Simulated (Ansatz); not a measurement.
# Co: the order of phases at one pressure

Aim: bring Co in several structures (hcp, diamond, omega, simple hexagonal) to one pressure and rank them by enthalpy. The pressure is set by scaling the first phase. Methods of the runs shown: LAPW. Companion runs by PAW are cited.

Computed with Ansatz 0.2.0 (DFT, PBE, all-electron LAPW, scalar-relativistic, unless a step's input says otherwise).

## 1. The system as given

The structure is hexagonal, space group P6_3/mmc (No. 194). Conventional cell: a = 1.978 Å, b = 1.978 Å, c = 3.210 Å, α = 90.00°, β = 90.00°, γ = 120.00°. Co (site symmetry -6m2) is surrounded by 12 Co at 1.97 to 1.98 Å.

As a file:

```xyz
2
Lattice="1.9781 0.0000 0.0000 -0.9891 1.7131 0.0000 0.0000 0.0000 3.2101" Properties=species:S:1:pos:R:3 pbc="T T T"
Co    0.0000    1.1421    0.8025
Co    0.9891    0.5710    2.4076
```

Atoms are numbered in the order of the input: Co1, Co2.

## 2. Hcp relaxed under pressure, LAPW

The input, input.yaml:

```yaml
crystal:
  lattice:
    - [1.978126175, 0.0, 0.0]
    - [-0.9890630875, 1.7131075195, 0.0]
    - [0.0, 0.0, 3.2100779741]
  atoms:
    - { symbol: Co, position: [0.3333333333, 0.6666666667, 0.25], spin: 1.7 }
    - { symbol: Co, position: [0.6666666667, 0.3333333333, 0.75], spin: 1.7 }
magnetization:
  spin_polarized: true
kpoints:
  mp_grid: { grid: [22, 22, 12] }
scf:
  occupations: { method: fermi_dirac, width: 0.08 }
hamiltonian:
  xc: pbe
  pseudopotentials: { kind: all_electron, lapw: { basis_error: 0.0005 } }
output:
  forces: true
  stress: true
  eigenvalues: true
relax:
  f_tol: 0.005
  max_steps: 12
  cell: { p_target: 710.0, stress_tol: 0.355 }
```

Run with:

```bash
> ansatz run input.yaml --threads 2 --pin off --max-ram 7168MiB --backend cpu --events-out ev --progress --plain --runs-dir out
```

Standard output, cut to the lines that bear on the results:

```text
[...]
LAPW: plane waves up to 12.561 Å⁻¹, error target 5.0e-4 eV per atom; small_component_spin mean_spin; Co in spheres of 0.955 Å, 23 of its electrons in bands, Dirac shells []
[...]
Pseudopotentials: kind: all_electron
Pseudopotential: Co, LAPW, valence charge 23, Koelling and Harmon's equation, gaussian nucleus
Functional definition: PBE
[...]
Crystal: 2 atoms, lattice volume = 10.878 Å³
Basis set: ecut = 601.1423054742157 eV, 373 PW (Γ), exchange–correlation at level 2
Bands: 30, of which v1, the nominal top of the filled ones, is band 23 counted from 1 (22 counted from 0)
Symmetry: 24 space group operations
Space group: P63/mmc (ITA 194), of the structure as read, at distance tolerance 2.2e-5 Å
Magnetic group: BNS 194.263 (UNI 1493), of the structure as read, at distance tolerance 2.2e-5 Å
k-points: 364 of 5808
[...]
Starting moments: Σ|m| = 3.4 μB on 2 of 2 sites
[...]
SCF iter   1: F=—  HF=-75821.883690 eV  |F-HF|=—  |Δ(HF+E_count)|=         —  Δρ=7.01e-2 (↑7.01e-2 ↓6.59e-2)  dr2=2.04e-2  dr2_m=4.46e-1  M=1.999 μB ∫|m|=2.038 μB  β_m=0.30  ethr=4.38e-5  ⟨swp⟩=3.1  Hψ=153867  notcnv=0
[...]
WARN: the starting moments were not kept: the SCF closed with an absolute magnetisation of 8.8e-7 μB, where they sum to 3.4 μB in size (2 sites). That is at most 0.1 of that sum. Measured as dr2_m measures the in/out step, that magnetisation stands 2.2e-13 eV from none, at or under the [...]
relax step   3: F+E_penalty+E_count = -75822.71199501 eV  Δ(F+E_penalty+E_count) = +3.754e-9 eV  max|allowed force component| = 3.123e-17 eV/Å  Δτ_max = 0.0000 Å  P = +710.203 GPa  Ω = 10.875 Å³  stress off target by 2.64e-1 GPa  SCF on the basis re-selected at this cell (its energy is [...]
SCF converged after 3 iterations
Magnetization: -0.0000 μB (23.0000 up, 23.0000 down)
Absolute magnetization: 0.0000 μB (∫|ρ↑−ρ↓|)
Spin contamination: 0.0000 ħ² per cell (⟨S²⟩ above its minimum at these occupations)
Per-site moments (μB) at R_I (Å): [(-6.378975569987233e-8, 0.9553174935052082), (-6.378975569987233e-8, 0.9553174935052082)]
Free energy (F): -75822.711995 eV
[...]
E sigma→0 (E₀):  -75822.689981 eV
Entropy (-TS):   -0.044028 eV (-22.014 meV/atom)
Fermi energy:    42.368743 eV
[...]
--- Forces (eV/Å), atoms counted from 1 ---
  atom   1  Co    -0.00000000     0.00000000     0.00000000
  atom   2  Co     0.00000000    -0.00000000     0.00000000
[...]
--- Stress (GPa, compression-positive) ---
      710.263571       0.000000      -0.000000
        0.000000     710.263571      -0.000000
        0.000000      -0.000000     710.081869
  P = ⅓ Tr σ = 710.2030 GPa (7102.030 kbar)
--- Band table (eV; the first three rows and the last of 728) ---
[...]
--- Relaxed structure (2 steps of the walk, 2 accepted, 1 SCFs on fresh bases) ---
  F+E_penalty+E_count = -75822.71199501 eV   max|allowed force component| = 3.123e-17 eV/Å   (the final SCF, on the basis selected at the relaxed cell)
  cell:  # Å, volume = 10.8754 Å³
    - [1.978046514029497, 0.0, 0.0]
    - [-0.9890232570147485, 1.7130385310167966, 0.0]
    - [0.0, 0.0, 3.2095248280895037]
  atoms:
    - { symbol: Co, position: [0.33333333333333326, 0.6666666666666665, 0.24999999999999997] }
    - { symbol: Co, position: [0.6666666666666665, 0.33333333333333326, 0.75] }
```

Wall time 1.8 min (2 threads of AMD EPYC 9R45 (Zen 5), shared host); peak memory 1.8 GiB.

Step by step:

```csv
step,energy from step 1 (eV/cell),largest force component (eV/Å),pressure (GPa),volume (Å³)
1,0.0000,0.0000,709.53,10.88
2,0.0122,0.0000,710.20,10.88
3,0.0122,0.0000,710.20,10.88
```

Step 1 is the start. Step 3 repeats the geometry before on a plane-wave basis chosen anew for that cell, so the energy can jump there without any move; the table keeps such jumps.

| input's cell | before | after | change |
| --- | --- | --- | --- |
| a (Å) | 1.978 | 1.978 | -0.0 % |
| b (Å) | 1.978 | 1.978 | -0.0 % |
| c (Å) | 3.210 | 3.210 | -0.0 % |
| volume (Å³/atom) | 5.44 | 5.44 | -0.0 % |

Read from it: pressure 710.20 GPa; no gap.

## 3. Diamond relaxed under pressure, LAPW

The input, input.yaml:

```yaml
crystal:
  lattice:
    - [0.0, 1.8647226596, 1.8647226596]
    - [1.8647226596, 0.0, 1.8647226596]
    - [1.8647226596, 1.8647226596, 0.0]
  atoms:
    - { symbol: Co, position: [-0.125, -0.125, -0.125], spin: 1.7 }
    - { symbol: Co, position: [0.125, 0.125, 0.125], spin: 1.7 }
magnetization:
  spin_polarized: true
kpoints:
  mp_grid: { grid: [17, 17, 17] }
scf:
  occupations: { method: fermi_dirac, width: 0.08 }
hamiltonian:
  xc: pbe
  pseudopotentials: { kind: all_electron, lapw: { basis_error: 0.0005 } }
output:
  forces: true
  stress: true
  eigenvalues: true
relax:
  f_tol: 0.005
  max_steps: 12
  cell: { p_target: 710.0, stress_tol: 0.355 }
```

Run with:

```bash
> ansatz run input.yaml --threads 2 --pin off --max-ram 7168MiB --backend cpu --events-out ev --progress --plain --runs-dir out
```

Standard output, cut to the lines that bear on the results:

```text
[...]
LAPW: plane waves up to 15.519 Å⁻¹, error target 5.0e-4 eV per atom; small_component_spin mean_spin; Co in spheres of 0.783 Å, 25 of its electrons in bands, Dirac shells []
[...]
[... 1 set-up line as earlier in the session ...]
Pseudopotential: Co, LAPW, valence charge 25, Koelling and Harmon's equation, gaussian nucleus
[... 1 set-up line as earlier in the session ...]
[...]
Crystal: 2 atoms, lattice volume = 12.968 Å³
Basis set: ecut = 917.6231783539292 eV, 869 PW (Γ), exchange–correlation at level 2
Bands: 33, of which v1, the nominal top of the filled ones, is band 25 counted from 1 (24 counted from 0)
Symmetry: 48 space group operations
Space group: Fd-3m (ITA 227), of the structure as read, at distance tolerance 2.3e-5 Å
Magnetic group: BNS 227.128 (UNI 1630), of the structure as read, at distance tolerance 2.3e-5 Å
k-points: 165 of 4913
[...]
Starting moments: Σ|m| = 3.4 μB on 2 of 2 sites
[...]
SCF iter   1: F=—  HF=-75813.537819 eV  |F-HF|=—  |Δ(HF+E_count)|=         —  Δρ=1.48e-1 (↑9.16e-2 ↓1.48e-1)  dr2=1.04e0  dr2_m=1.54e0  M=1.293 μB ∫|m|=1.294 μB  β_m=0.30  ethr=2.07e-3  ⟨swp⟩=2.0  Hψ=68639  notcnv=0
[...]
spin=Collinear: Kerker preconditioning applied to the charge; magnetization (m = ρ↑ − ρ↓) channel mixes plain (no charge-response kernel on spin).
[...]
the basis was enlarged: its passes take 696.3 KiB over the memory plan, 2 of 2 planned eigensolver slots
[...]
WARN: the starting moments were not kept: the SCF closed with an absolute magnetisation of 8.0e-7 μB, where they sum to 3.4 μB in size (2 sites). That is at most 0.1 of that sum. Measured as dr2_m measures the in/out step, that magnetisation stands 1.3e-13 eV from none, at or under the [...]
relax step   1: F+E_penalty+E_count = -75814.81001445 eV  Δ(F+E_penalty+E_count) = +0.000e0 eV  max|allowed force component| = 5.551e-17 eV/Å  Δτ_max = 0.0000 Å  P = +716.475 GPa  Ω = 12.968 Å³  (11 SCF iters, accepted)
[...]
relax step   2: F+E_penalty+E_count = -75815.04662606 eV  Δ(F+E_penalty+E_count) = -2.366e-1 eV  max|allowed force component| = 5.736e-16 eV/Å  Δτ_max = 0.0000 Å  P = +706.525 GPa  Ω = 13.021 Å³  (6 SCF iters, accepted)
[...]
```

## 4. The log goes on: diamond relaxed under pressure, LAPW

Output, continued, cut to the lines that bear on the results:

```text
SCF iter   1: F=—  HF=-75814.964148 eV  |F-HF|=—  |Δ(HF+E_count)|=         —  Δρ=8.98e-5 (↑8.98e-5 ↓8.98e-5)  dr2=1.68e-6  dr2_m=4.77e-17  M=-0.000 μB ∫|m|=0.000 μB  β_m=0.65  ethr=3.04e-9  ⟨swp⟩=4.6  Hψ=57058  notcnv=0
[...]
relax step   3: F+E_penalty+E_count = -75814.96414508 eV  Δ(F+E_penalty+E_count) = +8.248e-2 eV  max|allowed force component| = 3.146e-16 eV/Å  Δτ_max = 0.0000 Å  P = +709.994 GPa  Ω = 13.003 Å³  (5 SCF iters, accepted)
[...]
relax step   4: F+E_penalty+E_count = -75814.96414498 eV  Δ(F+E_penalty+E_count) = +9.967e-8 eV  max|allowed force component| = 5.366e-16 eV/Å  Δτ_max = 0.0000 Å  P = +709.992 GPa  Ω = 13.003 Å³  stress off target by 7.75e-3 GPa  SCF on the basis re-selected at this cell (its energy is [...]
SCF converged after 3 iterations
Magnetization: -0.0000 μB (25.0000 up, 25.0000 down)
Absolute magnetization: 0.0000 μB (∫|ρ↑−ρ↓|)
[...]
  atom   2  Co     0.00000000     0.00000000     0.00000000
[...]
--- Stress (GPa, compression-positive) ---
      709.992248      -0.000000      -0.000000
       -0.000000     709.992248      -0.000000
       -0.000000      -0.000000     709.992248
  P = ⅓ Tr σ = 709.9922 GPa (7099.922 kbar)
--- Band table (eV; the first three rows and the last of 330) ---
[...]
--- Relaxed structure (3 steps of the walk, 3 accepted, 1 SCFs on fresh bases) ---
  F+E_penalty+E_count = -75814.96414498 eV   max|allowed force component| = 5.366e-16 eV/Å   (the final SCF, on the basis selected at the relaxed cell)
  cell:  # Å, volume = 13.0026 Å³
    - [-4.362912303166849e-34, 1.866380739366892, 1.866380739366892]
    - [1.866380739366892, -3.375683971793329e-34, 1.866380739366892]
    - [1.866380739366892, 1.866380739366892, -1.2419969330183003e-34]
  atoms:
    - { symbol: Co, position: [-0.12500000000000003, -0.12500000000000003, -0.12500000000000003] }
    - { symbol: Co, position: [0.12500000000000003, 0.12500000000000003, 0.12500000000000003] }
```

Wall time 1.7 min (2 threads of AMD EPYC 9R45 (Zen 5), shared host); peak memory 1.3 GiB.

Step by step:

| step | energy from step 1 (eV/cell) | largest force component (eV/Å) | pressure (GPa) | volume (Å³) |
| --- | --- | --- | --- | --- |
| 1 | 0.0000 | 0.0000 | 716.47 | 12.97 |
| 2 | -0.2366 | 0.0000 | 706.53 | 13.02 |
| 3 | -0.1541 | 0.0000 | 709.99 | 13.00 |
| 4 | -0.1541 | 0.0000 | 709.99 | 13.00 |

Step 1 is the start. Step 4 repeats the geometry before on a plane-wave basis chosen anew for that cell, so the energy can jump there without any move; the table keeps such jumps.

| input's cell | before | after | change |
| --- | --- | --- | --- |
| a (Å) | 2.637 | 2.639 | +0.1 % |
| b (Å) | 2.637 | 2.639 | +0.1 % |
| c (Å) | 2.637 | 2.639 | +0.1 % |
| volume (Å³/atom) | 6.48 | 6.50 | +0.3 % |

Read from it: pressure 709.99 GPa; no gap.

## 5. Omega relaxed under pressure, LAPW

The input, input.yaml:

```yaml
crystal:
  lattice:
    - [3.1567436178, 0.0, 0.0]
    - [-1.5783718089, 2.7338201663, 0.0]
    - [0.0, 0.0, 1.9032739048]
  atoms:
    - { symbol: Co, position: [0.0, 0.0, 0.0], spin: 1.7 }
    - { symbol: Co, position: [0.3333333333, 0.6666666667, 0.5], spin: 1.7 }
    - { symbol: Co, position: [0.6666666667, 0.3333333333, 0.5], spin: 1.7 }
magnetization:
  spin_polarized: true
kpoints:
  mp_grid: { grid: [12, 12, 16] }
scf:
  occupations: { method: fermi_dirac, width: 0.08 }
hamiltonian:
  xc: pbe
  pseudopotentials: { kind: all_electron, lapw: { basis_error: 0.0005 } }
output:
  forces: true
  stress: true
  eigenvalues: true
relax:
  f_tol: 0.005
  max_steps: 12
  cell: { p_target: 710.0, stress_tol: 0.355 }
```

Run with:

```bash
> ansatz run input.yaml --threads 2 --pin off --max-ram 7168MiB --backend cpu --events-out ev --progress --plain --runs-dir out
```

Standard output, cut to the lines that bear on the results:

```text
[...]
LAPW: plane waves up to 13.656 Å⁻¹, error target 5.0e-4 eV per atom; small_component_spin mean_spin; Co in spheres of 0.884 Å, 25 of its electrons in bands, Dirac shells []
[...]
[... 3 set-up lines as earlier in the session ...]
[...]
Crystal: 3 atoms, lattice volume = 16.425 Å³
Basis set: ecut = 710.5062419552055 eV, 693 PW (Γ), exchange–correlation at level 2
Bands: 49, of which v1, the nominal top of the filled ones, is band 38 counted from 1 (37 counted from 0)
[... 1 set-up line as earlier in the session ...]
Space group: P6/mmm (ITA 191), of the structure as read, at distance tolerance 2.5e-5 Å
Magnetic group: BNS 191.233 (UNI 1463), of the structure as read, at distance tolerance 2.5e-5 Å
k-points: 171 of 2304
[...]
Starting moments: Σ|m| = 5.1 μB on 3 of 3 sites
[...]
SCF iter   1: F=—  HF=-113732.248261 eV  |F-HF|=—  |Δ(HF+E_count)|=         —  Δρ=6.35e-2 (↑6.35e-2 ↓5.91e-2)  dr2=5.09e-2  dr2_m=5.37e-1  M=3.252 μB ∫|m|=3.287 μB  β_m=0.30  ethr=6.72e-5  ⟨swp⟩=3.0  Hψ=110904  notcnv=0
[...]
the basis was enlarged: its passes take 1.6 MiB over the memory plan, 2 of 2 planned eigensolver slots
[...]
WARN: the starting moments were not kept: the SCF closed with an absolute magnetisation of 9.8e-6 μB, where they sum to 5.1 μB in size (3 sites). That is at most 0.1 of that sum. Measured as dr2_m measures the in/out step, that magnetisation stands 2.2e-11 eV from none, at or under the [...]
relax step   1: F+E_penalty+E_count = -113733.23178598 eV  Δ(F+E_penalty+E_count) = +0.000e0 eV  max|allowed force component| = 4.780e-17 eV/Å  Δτ_max = 0.0000 Å  P = +709.406 GPa  Ω = 16.425 Å³  (13 SCF iters, accepted)
[...]
Starting moments: Σ|m| = 5.1 μB on 3 of 3 sites; this step starts from the density that it was given
[...]
SCF iter   3: F=-113733.209910 eV  HF=-113733.209910 eV  |F-HF|=3.17e-9  |Δ(HF+E_count)|=   1.17e-8  Δρ=1.67e-6 (↑1.67e-6 ↓1.64e-6)  dr2=1.77e-9  dr2_m=7.12e-13  M=-0.000 μB ∫|m|=0.000 μB  ethr=2.64e-11 (applied; sched 1.81e-12)  ⟨swp⟩=2.0  Hψ=46806  notcnv=0
[...]
```

## 6. More of the same log: omega relaxed under pressure, LAPW

Output, continued, cut to the lines that bear on the results:

```text
[...]
relax step   2: F+E_penalty+E_count = -113733.20991031 eV  Δ(F+E_penalty+E_count) = +2.188e-2 eV  max|allowed force component| = 1.750e-16 eV/Å  Δτ_max = 0.0000 Å  P = +710.200 GPa  Ω = 16.420 Å³  (3 SCF iters, accepted)
[...]
relax step   3: F+E_penalty+E_count = -113733.20991038 eV  Δ(F+E_penalty+E_count) = -6.707e-8 eV  max|allowed force component| = 1.781e-16 eV/Å  Δτ_max = 0.0000 Å  P = +710.200 GPa  Ω = 16.420 Å³  stress off target by 2.13e-1 GPa  SCF on the basis re-selected at this cell (its energy is [...]
SCF converged after 3 iterations
Magnetization: -0.0000 μB (37.5000 up, 37.5000 down)
Absolute magnetization: 0.0000 μB (∫|ρ↑−ρ↓|)
Spin contamination: 0.0000 ħ² per cell (⟨S²⟩ above its minimum at these occupations)
[...]
--- Stress (GPa, compression-positive) ---
      710.212938      -0.000000       0.000000
       -0.000000     710.212938       0.000000
        0.000000       0.000000     710.172668
  P = ⅓ Tr σ = 710.1995 GPa (7101.995 kbar)
--- Band table (eV; the first three rows and the last of 342) ---
[...]
--- Relaxed structure (2 steps of the walk, 2 accepted, 1 SCFs on fresh bases) ---
  F+E_penalty+E_count = -113733.20991038 eV   max|allowed force component| = 1.781e-16 eV/Å   (the final SCF, on the basis selected at the relaxed cell)
  cell:  # Å, volume = 16.4203 Å³
    - [3.156466719043941, 0.0, 1.2438135866425842e-20]
    - [-1.5782333595219704, 2.733580364892171, -6.219067933212921e-21]
    - [7.499240446775212e-21, 0.0, 1.903035570578823]
  atoms:
    - { symbol: Co, position: [-2.1785471353892535e-35, -1.467673002161812e-36, 1.8111358157653425e-71] }
    - { symbol: Co, position: [0.33333333333333337, 0.6666666666666667, 0.5000000000000001] }
    - { symbol: Co, position: [0.6666666666666666, 0.33333333333333337, 0.5000000000000001] }
```

Wall time 2.5 min (2 threads of AMD EPYC 9R45 (Zen 5), shared host); peak memory 1.8 GiB.

Step by step:

```csv
step,energy from step 1 (eV/cell),largest force component (eV/Å),pressure (GPa),volume (Å³)
1,0.0000,0.0000,709.41,16.43
2,0.0219,0.0000,710.20,16.42
3,0.0219,0.0000,710.20,16.42
```

Step 1 is the start. Step 3 repeats the geometry before on a plane-wave basis chosen anew for that cell, so the energy can jump there without any move; the table keeps such jumps.

| input's cell | before | after | change |
| --- | --- | --- | --- |
| a (Å) | 3.157 | 3.156 | -0.0 % |
| b (Å) | 3.157 | 3.156 | -0.0 % |
| c (Å) | 1.903 | 1.903 | -0.0 % |
| volume (Å³/atom) | 5.48 | 5.47 | -0.0 % |

In short: pressure 710.20 GPa; no gap.

## 7. Simple hexagonal relaxed under pressure, LAPW

The input, input.yaml:

```yaml
crystal:
  lattice:
    - [1.9012888215, 0.0, 0.0]
    - [-0.9506444107, 1.6465644193, 0.0]
    - [0.0, 0.0, 1.7842314368]
  atoms:
    - { symbol: Co, position: [0.0, 0.0, 0.0], spin: 1.7 }
magnetization:
  spin_polarized: true
kpoints:
  mp_grid: { grid: [23, 23, 21] }
scf:
  occupations: { method: fermi_dirac, width: 0.08 }
hamiltonian:
  xc: pbe
  pseudopotentials: { kind: all_electron, lapw: { basis_error: 0.0005 } }
output:
  forces: true
  stress: true
  eigenvalues: true
relax:
  f_tol: 0.005
  max_steps: 12
  cell: { p_target: 710.0, stress_tol: 0.355 }
```

Run with:

```bash
> ansatz run input.yaml --threads 2 --pin off --max-ram 7168MiB --backend cpu --events-out ev --progress --plain --runs-dir out
```

Standard output, cut to the lines that bear on the results:

```text
[...]
LAPW: plane waves up to 13.969 Å⁻¹, error target 5.0e-4 eV per atom; small_component_spin mean_spin; Co in spheres of 0.865 Å, 25 of its electrons in bands, Dirac shells []
[...]
[... 3 set-up lines as earlier in the session ...]
[...]
Crystal: 1 atoms, lattice volume = 5.586 Å³
Basis set: ecut = 743.4474513707637 eV, 253 PW (Γ), exchange–correlation at level 2
Bands: 18, of which v1, the nominal top of the filled ones, is band 13 counted from 1 (12 counted from 0)
[... 1 set-up line as earlier in the session ...]
Space group: P6/mmm (ITA 191), of the structure as read, at distance tolerance 1.8e-5 Å
Magnetic group: BNS 191.233 (UNI 1463), of the structure as read, at distance tolerance 1.8e-5 Å
k-points: 616 of 11109
[...]
Starting moments: Σ|m| = 1.7 μB on 1 of 1 site
[...]
WARN: the starting moments were not kept: the SCF closed with an absolute magnetisation of 1.6e-6 μB, where they sum to 1.7 μB in size (1 site). That is at most 0.1 of that sum. Measured as dr2_m measures the in/out step, that magnetisation stands 2.0e-12 eV from none, at or under the [...]
E sigma→0 (E₀):  -37910.234674 eV
Entropy (-TS):   -0.020728 eV (-20.728 meV/atom)
Fermi energy:    41.130231 eV
[...]
--- Forces (eV/Å), atoms counted from 1 ---
  atom   1  Co    -0.00000000     0.00000000     0.00000000
[...]
--- Stress (GPa, compression-positive) ---
      710.212472       0.000000       0.000000
        0.000000     710.212472       0.000000
        0.000000       0.000000     709.789201
  P = ⅓ Tr σ = 710.0714 GPa (7100.714 kbar)
--- Band table (eV; the first three rows and the last of 1232) ---
  k-point 0 ↑: bands = ["-850.6001", "-721.4556", "-721.4556", "-721.4285", "-56.5928", "-17.8028", "-17.8028", "-17.6262", "27.8664", "31.5638", "36.3954", "36.3954", "42.6138", "42.6138", "68.1834", "72.0700", "81.8674", "83.5719"]
[...]
--- Relaxed structure (2 steps of the walk, 2 accepted, 1 SCFs on fresh bases) ---
  F+E_penalty+E_count = -37910.24503753 eV   max|allowed force component| = 0.000e0 eV/Å   (the final SCF, on the basis selected at the relaxed cell)
  cell:  # Å, volume = 5.5846 Å³
    - [1.9014301703757517, -2.8869579919122935e-11, 0.0]
    - [-0.9507150851628741, 1.646686831082009, 0.0]
    - [0.0, 0.0, 1.7836126207046918]
  atoms:
    - { symbol: Co, position: [0.0, 0.0, 0.0] }
```

Run time: 61 s. Hardware: 2 threads of AMD EPYC 9R45 (Zen 5), shared host; peak memory 1.4 GiB.

Step by step:

```
step  energy from step 1 (eV/cell)  largest force component (eV/Å)  pressure (GPa)  volume (Å³)
   1                        0.0000                          0.0000          709.57         5.59
   2                        0.0049                          0.0000          710.07         5.58
   3                        0.0049                          0.0000          710.07         5.58
```

Step 1 is the start. Step 3 repeats the geometry before on a plane-wave basis chosen anew for that cell, so the energy can jump there without any move; the table keeps such jumps.

| input's cell | before | after | change |
| --- | --- | --- | --- |
| a (Å) | 1.901 | 1.901 | +0.0 % |
| b (Å) | 1.901 | 1.901 | +0.0 % |
| c (Å) | 1.784 | 1.784 | -0.0 % |
| volume (Å³/atom) | 5.59 | 5.58 | -0.0 % |

In short: pressure 710.07 GPa; no gap.

## 8. The series in one table

Rows by PAW come from runs of the same series that aren't printed here.

Enthalpy per atom, H = F + pV at p = 710 GPa, from each method's lowest phase:

| method | start | space group, start → end | volume (Å³/atom) | pressure (GPa) | enthalpy (meV/atom) |
| --- | --- | --- | --- | --- | --- |
| LAPW | hcp | P6_3/mmc → P6_3/mmc | 5.438 | 710.2 | 0.0 |
| LAPW | diamond | Fd-3m → Fd-3m | 6.501 | 710.0 | 8587.3 |
| LAPW | omega | P6/mmm → P6/mmm | 5.473 | 710.2 | 444.4 |
| LAPW | simple hexagonal | P6/mmm → P6/mmm | 5.585 | 710.1 | 1762.0 |
| PAW | hcp | P6_3/mmc → P6_3/mmc | 5.439 | 710.1 | 0.0 |
| PAW | diamond | Fd-3m → Fd-3m | 6.484 | 710.0 | 8571.2 |
| PAW | omega | P6/mmm → P6/mmm | 5.475 | 709.9 | 450.1 |
| PAW | simple hexagonal | P6/mmm → P6/mmm | 5.586 | 709.8 | 1765.4 |

## 9. Results

| quantity | value |
| --- | --- |
| pressure | 710 GPa |
| lowest (LAPW) | hcp, 444.4 meV/atom under omega |
| lowest (PAW) | hcp, 450.1 meV/atom under omega |

In words: By LAPW the order is hcp < omega < simple hexagonal < diamond. By PAW the order is hcp < omega < simple hexagonal < diamond. The methods agree on the lowest phase. Only these structures were tried, with electrons smeared by 0.08 eV and without vibrations, so the true ground state may be another. The k meshes differ between phases and weren't tested, which can move differences by some meV.
